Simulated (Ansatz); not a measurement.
# Relaxing Ni

Method: Ansatz 0.2.0, DFT PBE, scalar-relativistic, plane waves, PAW. Run with 420 eV cutoff, 21×21×6 k-mesh, Gaussian smearing of 0.10 eV, collinear spin.

What was changed in Ca: Ca → Ni on all its sites, cell and atoms relaxed.

Command:

```bash
ansatz run input.yaml --threads 1 --pin off --max-ram 2560MiB --backend cpu --events-out ev --progress --plain --runs-dir out
```

Input:

```yaml
crystal:
  lattice:
    - [2.4800052564, 0.0, 0.0]
    - [-1.2400026282, 2.1477475536, 0.0]
    - [0.0, 0.0, 8.1911070162]
  atoms:
    - { symbol: Ni, position: [0.0, 0.0, 0.0], spin: 0.73 }
    - { symbol: Ni, position: [0.3333333333, 0.6666666667, 0.25], spin: 0.75 }
    - { symbol: Ni, position: [0.0, 0.0, 0.5], spin: 0.73 }
    - { symbol: Ni, position: [0.6666666667, 0.3333333333, 0.75], spin: 0.75 }
basis:
  ecutwfc: 420
kpoints:
  mp_grid: { grid: [21, 21, 6] }
hamiltonian:
  xc: pbe
scf:
  occupations: { method: gaussian, width: 0.1 }
output:
  forces: true
  stress: true
  eigenvalues: true
  populations: true
magnetization:
  spin_polarized: true
relax:
  adjacent_minimum: "off"
  f_tol: 0.01
  max_steps: 60
  cell: { stress_tol: 0.1 }
```

F is the free energy. Steps run on the plane waves of an earlier cell, but the last one, and at times one on the way, on a freshly chosen basis, so a repeated geometry can differ a little in energy.

Steps:

```json
{"step": "1", "F − F(1) (eV)": "0.0000", "largest force component (eV/Å)": "0.000", "V (Å³/atom)": "10.907", "P (GPa)": "0.01"}
{"step": "2", "F − F(1) (eV)": "-0.0008", "largest force component (eV/Å)": "0.000", "V (Å³/atom)": "10.907", "P (GPa)": "0.02"}
{"step": "3", "F − F(1) (eV)": "-0.0013", "largest force component (eV/Å)": "0.000", "V (Å³/atom)": "10.908", "P (GPa)": "-0.02"}
{"step": "4", "F − F(1) (eV)": "-0.0013", "largest force component (eV/Å)": "0.000", "V (Å³/atom)": "10.908", "P (GPa)": "-0.02"}
```

Relaxed structure:

```xyz
4
Lattice="2.4863 0.0000 0.0000 -1.2431 2.1532 0.0000 0.0000 0.0000 8.1505" Properties=species:S:1:pos:R:3 pbc="T T T"
Ni    0.0000    0.0000    0.0000
Ni    0.0000    1.4355    2.0376
Ni    0.0000    0.0000    4.0752
Ni    1.2431    0.7177    6.1129
```

Symmetry: P6_3/mmc, No. 194, hexagonal system. Conventional cell: a = 2.486 Å, b = 2.486 Å, c = 8.150 Å, α = 90.00°, β = 90.00°, γ = 120.00°. Around Ni (site symmetry -3m) lie 12 Ni at 2.49 Å. Ni (site symmetry -6m2) has 12 Ni at 2.49 Å as nearest neighbours.

The run converged. The run took 110 s on 1 thread of Intel(R) Xeon(R) 6975P-C (Granite Rapids), with other jobs on the host, peak memory 0.84 GiB.